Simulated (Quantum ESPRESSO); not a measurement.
BN: dielectric tensor and Born charges under several settings

```
N B
1.0
     2.49824    0.00000    0.00000
    -1.24912    2.16354    0.00000
     0.00000    0.00000    6.63570
N B
2 2
Direct
  0.66667 0.33333 0.25000
  0.33333 0.66667 0.75000
  0.66667 0.33333 0.75000
  0.33333 0.66667 0.25000
```

All runs used Quantum ESPRESSO 7.5; potentials GBRV 1.5 LDA; given cell; no spin polarisation; cutoff 612 eV; occupations smeared at first, fixed for the response.

```tsv
level	k mesh (s: shifted)	pressure (GPa)	ε∞ (diagonal)	Born charge of atom 1 (e)	sum of the Born charges (e)
LDA	4 × 4 × 2s	-2.2	4.86, 4.86, 2.73	-2.08	-0.22
LDA	6 × 6 × 2s	-2.1	4.80, 4.80, 2.74	-2.06	0.00
LDA	8 × 8 × 2s	-2.1	4.84, 4.84, 2.75	-2.06	0.00
LDA	10 × 10 × 4s	-2.1	4.83, 4.83, 2.76	-2.06	-0.01
LDA	12 × 12 × 4s	-2.1	4.83, 4.83, 2.76	-2.06	-0.01
LDA	16 × 16 × 6s	?	?	?	?
```

Q: What stands in the row left open?

A: Pressure -2.1 GPa; ε∞ 4.83, 4.83, 2.76; Born charge of atom 1 -2.06 e; sum of the Born charges -0.01 e.

Caveats: some runs use coarse meshes.
